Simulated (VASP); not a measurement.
# GaAs (F-43m) in VASP: further runs

Runs on GaAs. Level: PBEsol. Tasks: dielectric tensor.

Everything below comes from runs of VASP 6.6.1. Logs are shortened: lines on timing, memory, paths and dates and some standing lists are left out, and cuts for length are marked.

## Step 1: The crystal as given

The structure is cubic, space group F-43m (No. 216). Conventional cell: a = 5.654 Å, b = 5.654 Å, c = 5.654 Å, α = 90.00°, β = 90.00°, γ = 90.00°. As (site symmetry -43m) is surrounded by 4 Ga at 2.45 Å. Around Ga (site symmetry -43m) lie 4 As at 2.45 Å.

## Step 2: Dielectric tensor, PBEsol

INCAR reads:

```
SYSTEM = GaAs
ALGO = Normal
EDIFF = 1E-8
ENCUT = 250
GGA = PS
ISIF = 2
ISMEAR = 0
LASPH = .True.
LCHARG = .False.
LEPSILON = .True.
LREAL = .False.
LWAVE = .False.
NELM = 100
PREC = Accurate
SIGMA = 0.01
```

KPOINTS reads:

```
k-points
0
Gamma
  12 12 12
  0 0 0
```

POSCAR reads:

```
GaAs
1.0
    0.0000000000      2.8268500000      2.8268500000
    2.8268500000      0.0000000000      2.8268500000
    2.8268500000      2.8268500000      0.0000000000
As Ga
1 1
Direct
    0.7500000000      0.7500000000      0.7500000000
    0.0000000000      0.0000000000      0.0000000000
```

Potentials or basis: VASP PAW PBE potentials, release 64 (As, Ga_d).

Run with:

```sh
$ cat potpaw_PBE.64/As/POTCAR potpaw_PBE.64/Ga_d/POTCAR > POTCAR
$ mpirun -np 1 vasp_std > vasp.out
```

OUTCAR:

```text
SYSTEM = GaAs
   EDIFF = 1E-8
   ENCUT = 250
   GGA = PS
   ISIF = 2
   ISMEAR = 0
   LASPH = .True.
   LEPSILON = .True.
   LREAL = .False.
   NELM = 100
   PREC = Accurate

 Found     72 irreducible k-points:

 Following reciprocal coordinates:
            Coordinates               Weight
  0.000000  0.000000  0.000000      1.000000
  0.083333  0.000000  0.000000      8.000000
  0.166667  0.000000  0.000000      8.000000
  0.250000  0.000000  0.000000      8.000000
  0.333333  0.000000  0.000000      8.000000
  0.416667  0.000000  0.000000      8.000000
   k-points           NKPTS =     72   k-points in BZ     NKDIM =     72   number of bands    NBANDS=     13
   number of dos      NEDOS =    301   number of ions     NIONS =      2
   total plane-waves  NPLWV =  13824
   dimension x,y,z NGX =    24 NGY =   24 NGZ =   24
   dimension x,y,z NGXF=    48 NGYF=   48 NGZF=   48
   ions per type =               1   1
   NGX,Y,Z   is equivalent  to a cutoff of   9.98,  9.98,  9.98 a.u.
   NGXF,Y,Z  is equivalent  to a cutoff of  19.96, 19.96, 19.96 a.u.
 SYSTEM =  GaAs
   PREC   = accura    normal or accurate (medium, high low for compatibility)
   ISTART =      0    job   : 0-new  1-cont  2-samecut
   ICHARG =      2    charge: 1-file 2-atom 10-const
   ISPIN  =      1    spin polarized calculation?
   LNONCOLLINEAR =      F non collinear calculations
   LSORBIT =      F    spin-orbit coupling
   LASPH  =      T    aspherical Exc in radial PAW
   ENCUT  =  250.0 eV  18.37 Ry    4.29 a.u.   5.15  5.15  5.15*2*pi/ulx,y,z
   NELM   =    100;   NELMIN=  2; NELMDL= -5     # of ELM steps
   EDIFF  = 0.1E-07   stopping-criterion for ELM
   LREAL  =      F    real-space projection
   EDIFFG = 0.1E-06   stopping-criterion for IOM
   NSW    =      0    number of steps for IOM
   IBRION =     -1    ionic relax: 0-MD 1-quasi-New 2-CG
   NFREE  =      0    steps in history (QN), initial steepest desc. (CG)
   ISIF   =      2    stress and relaxation
   ISYM   =      2    0-nonsym 1-usesym 2-fastsym
   POTIM  = 0.5000    time-step for ionic-motion
   TEBEG  =    0.0;   TEEND  =   0.0 temperature during run
   PSTRESS=    0.0 pullay stress
   NELECT =      18.0000    total number of electrons
   NUPDOWN=      -1.0000    fix difference up-down
   EMIN   =  10.00;   EMAX   =-10.00  energy-range for DOS
   EFERMI =   0.00;   METHOD = LEGACY
   ISMEAR =     0;   SIGMA  =   0.01  broadening in eV -4-tet -1-fermi 0-gaus
   EFERMI_NEDOS =   21; number of points for ismear=-14 and -15
   IALGO  =     38    algorithm
   IMIX   =      4    mixing-type and parameters
     AMIX     =   0.40;   BMIX     =  1.00
     AMIX_MAG =   1.60;   BMIX_MAG =  1.00
  volume/ion in A,a.u.               =      22.59       152.44
  Fermi-wavevector in a.u.,A,eV,Ry     =   1.204628  2.276417 19.743799  1.451128
  Thomas-Fermi vector in A             =   2.340347
   LORBIT       =      0    0 simple, 1 ext, 2 COOP (PROOUT), +10 PAW based schemes
   GGA     = PS    functional components
   LHFCALC =     F    Hartree Fock is set to
   AEXX    =    0.0000 exact exchange contribution
   IVDW    =     0    specifies the selected vdW correction
   LEPSILON=     T    determine dielectric tensor
   LRPA    =     F    only Hartree local field effects (RPA)
 non-spin polarized calculation
 Gauss-broadening in eV      SIGMA  =   0.01
  energy-cutoff  :      250.00
  volume of cell :       45.18
 maximum number of plane-waves:       419
 NGX is ok and might be reduce to    24
   NGX = 11   NGY = 11   NGZ = 11

--------------------------------------- Ionic step        1  -------------------------------------------

 number of electron      18.0000029 magnetization

 E-fermi :   3.8825     XC(G=0):  -9.7727

 val. band max:        3.8005432304   @ k =   0.0000   0.0000   0.0000
 cond. band min:       4.2558320489   @ k =   0.0000   0.0000   0.0000
 fundamental gap:      0.4552888185
 Fermi energy:         3.8824984033

 k-point     1 :       0.0000    0.0000    0.0000
  band No.  band energies     occupation
      1     -11.0306      2.00000
      2     -11.0306      2.00000
      3     -11.0306      2.00000
      4     -10.9545      2.00000
      5     -10.9545      2.00000
      6      -8.9500      2.00000
      7       3.8005      2.00000
      8       3.8005      2.00000
      9       3.8005      2.00000
     10       4.2558      0.00000
     11       7.4940      0.00000
     12       7.4940      0.00000
     13       7.4940      0.00000

 k-point     2 :       0.0833    0.0000    0.0000
  band No.  band energies     occupation
      1     -11.0347      2.00000
      2     -11.0275      2.00000
      3     -11.0275      2.00000
      4     -10.9532      2.00000
      5     -10.9532      2.00000
      6      -8.8679      2.00000
      7       2.5646      2.00000
      8       3.6860      2.00000
      9       3.6860      2.00000
     10       5.1158      0.00000
     11       7.6380      0.00000
     12       7.6640      0.00000
     13       7.6640      0.00000

 k-point     3 :       0.1667    0.0000    0.0000
  band No.  band energies     occupation
      1     -11.0522      2.00000
      2     -11.0219      2.00000
      3     -11.0219      2.00000
      4     -10.9490      2.00000
      5     -10.9490      2.00000
      6      -8.6286      2.00000
      7       1.0628      2.00000
      8       3.4171      2.00000
      9       3.4171      2.00000
     10       5.3814      0.00000
     11       8.0433      0.00000
     12       8.0433      0.00000
     13       8.4174      0.00000

 k-point     4 :       0.2500    0.0000    0.0000
  band No.  band energies     occupation
      1     -11.0727      2.00000
      2     -11.0175      2.00000
      3     -11.0175      2.00000
      4     -10.9477      2.00000
      5     -10.9477      2.00000
      6      -8.2551      2.00000
      7      -0.3675      2.00000
      8       3.1182      2.00000
      9       3.1182      2.00000
     10       5.1881      0.00000
     11       8.3595      0.00000
     12       8.3595      0.00000
     13       9.6789      0.00000

 k-point     5 :       0.3333    0.0000    0.0000
  band No.  band energies     occupation
      1     -11.0935      2.00000
      2     -11.0131      2.00000
      3     -11.0131      2.00000
      4     -10.9494      2.00000
      5     -10.9494      2.00000
      6      -7.7975      2.00000
      7      -1.6114      2.00000
      8       2.8691      2.00000
      9       2.8691      2.00000
     10       4.9487      0.00000
     11       8.4534      0.00000
     12       8.4534      0.00000
     13      10.9518      0.00000

 k-point     6 :       0.4167    0.0000    0.0000
  band No.  band energies     occupation
      1     -11.1063      2.00000
      2     -11.0110      2.00000
      3     -11.0110      2.00000
      4     -10.9509      2.00000
      5     -10.9509      2.00000
      6      -7.3676      2.00000
      7      -2.5239      2.00000
      8       2.7086      2.00000
      9       2.7086      2.00000
     10       4.7855      0.00000
     11       8.4159      0.00000
     12       8.4159      0.00000
     13      11.3992      0.00000

 [... further k-points ...]

  FORCE on cell =-STRESS in cart. coord.  units (eV):
  Direction    XX          YY          ZZ          XY          YZ          ZX
  --------------------------------------------------------------------------------------
  -------------------------------------------------------------------------------------
  Total       -0.8079422     -0.8079422     -0.8079422      0.0000000      0.0000000      0.0000000
  in kB      -28.6518447    -28.6518447    -28.6518447      0.0000000      0.0000000      0.0000000
  external PRESSURE =     -28.6518447 kB  Pullay stress =       0.0000000 kB

 VOLUME and BASIS-vectors are now :
 -----------------------------------------------------------------------------
  energy-cutoff  :      250.00
  volume of cell :       45.18
      direct lattice vectors                 reciprocal lattice vectors
     0.000000000  2.826850000  2.826850000    -0.176875321  0.176875321  0.176875321
     2.826850000  0.000000000  2.826850000     0.176875321 -0.176875321  0.176875321
     2.826850000  2.826850000  0.000000000     0.176875321  0.176875321 -0.176875321

 POSITION                                       TOTAL-FORCE (eV/Angst)
 -----------------------------------------------------------------------------------
      4.24027      4.24027      4.24027         0.000000      0.000000      0.000000
      0.00000      0.00000      0.00000        -0.000000     -0.000000     -0.000000
 -----------------------------------------------------------------------------------
    total drift:                               -0.000003     -0.000003     -0.000003

  FREE ENERGIE OF THE ION-ELECTRON SYSTEM (eV)
  ---------------------------------------------------
  free  energy   TOTEN  =        -9.0750760507 eV

  energy  without entropy=       -9.0750760507  energy(sigma->0) =       -9.07507605

 HEAD OF MICROSCOPIC STATIC DIELECTRIC TENSOR (INDEPENDENT PARTICLE, excluding Hartree and local field effects)
 ------------------------------------------------------
          20.774075     0.000000    -0.000000
           0.000000    20.774075     0.000000
          -0.000000     0.000000    20.774075
 ------------------------------------------------------

 Free energy of the ion-electron system (eV)
  ---------------------------------------------------
  ---------------------------------------------------
  free energy    TOTEN  =        -2.51458528 eV

  energy without entropy =       -2.51458528

------------------------ aborting loop because EDIFF is reached ----------------------------------------

--------------------------------------- Ionic step        2  -------------------------------------------

------------------------ aborting loop because EDIFF is reached ----------------------------------------

--------------------------------------- Ionic step        3  -------------------------------------------

 Free energy of the ion-electron system (eV)
  ---------------------------------------------------
  ---------------------------------------------------
  free energy    TOTEN  =        -2.51458727 eV

  energy without entropy =       -2.51458727

------------------------ aborting loop because EDIFF is reached ----------------------------------------

 PIEZOELECTRIC TENSOR FIELD DIRECTION 3  (e Angst)
 -----------------------------------------------------------------------------
     0.00014  2.43118  0.00000           (  0.00000  0.01570  0.00000)
     2.43118  0.00014  0.00000           (  0.01570  0.00000  0.00000)
     0.00000  0.00000 -0.00265           (  0.00000  0.00000  0.00000)

 PIEZOELECTRIC TENSOR FIELD DIRECTION 3  (C/m^2)
 -----------------------------------------------------------------------------
     0.00005  0.86216  0.00000
     0.86216  0.00005  0.00000
     0.00000  0.00000 -0.00094

 MACROSCOPIC STATIC DIELECTRIC TENSOR (including local field effects in DFT)
 ------------------------------------------------------
          20.162101    -0.000000     0.000000
           0.000000    20.162101     0.000000
          -0.000000     0.000000    20.162101
 ------------------------------------------------------

 PIEZOELECTRIC TENSOR (including local field effects)  for field in x, y, z        (e  Angst)
          XX          YY          ZZ          XY          YZ          ZX
  --------------------------------------------------------------------------------
  x    -0.00000    -0.00000    -0.00000     0.00000     2.43682     0.00000
  y    -0.00000     0.00000     0.00000     0.00000     0.00000     2.43682
  z     0.00000     0.00000    -0.00000     2.43682     0.00000     0.00000

 PIEZOELECTRIC TENSOR (including local field effects)  for field in x, y, z        (C/m^2)
          XX          YY          ZZ          XY          YZ          ZX
  --------------------------------------------------------------------------------
  x    -0.00000    -0.00000    -0.00000     0.00000     0.86416     0.00000
  y    -0.00000     0.00000     0.00000     0.00000     0.00000     0.86416
  z     0.00000     0.00000    -0.00000     0.86416     0.00000     0.00000

 BORN EFFECTIVE CHARGES (including local field effects) (in |e|, cummulative output)
 ---------------------------------------------------------------------------------
 ion    1
    1    -2.15425     0.00000     0.00000
    2     0.00000    -2.15425    -0.00000
    3     0.00000     0.00000    -2.15425
 ion    2
    1     2.15425    -0.00000    -0.00000
    2    -0.00000     2.15425     0.00000
    3     0.00000     0.00000     2.15425
```

It took 4.5 min on 1 thread of Intel Xeon Platinum 8259CL at 2.50GHz (Skylake/Cascade Lake), shared host; peak memory 0.27 GiB.

The run converged, but a check on its numbers failed (symmetry, net force, bounds or a known fault of this set-up), so they aren't taken as properties of the crystal.

Caveat: the cutoff lies under the usual one of these potentials, so the numbers hold a large basis-set error; the gap is small at this level, which inflates the dielectric constant; the PAW data sets were made with another functional, which shifts forces and pressure a little.

(Part 1 of 2 ends here.)
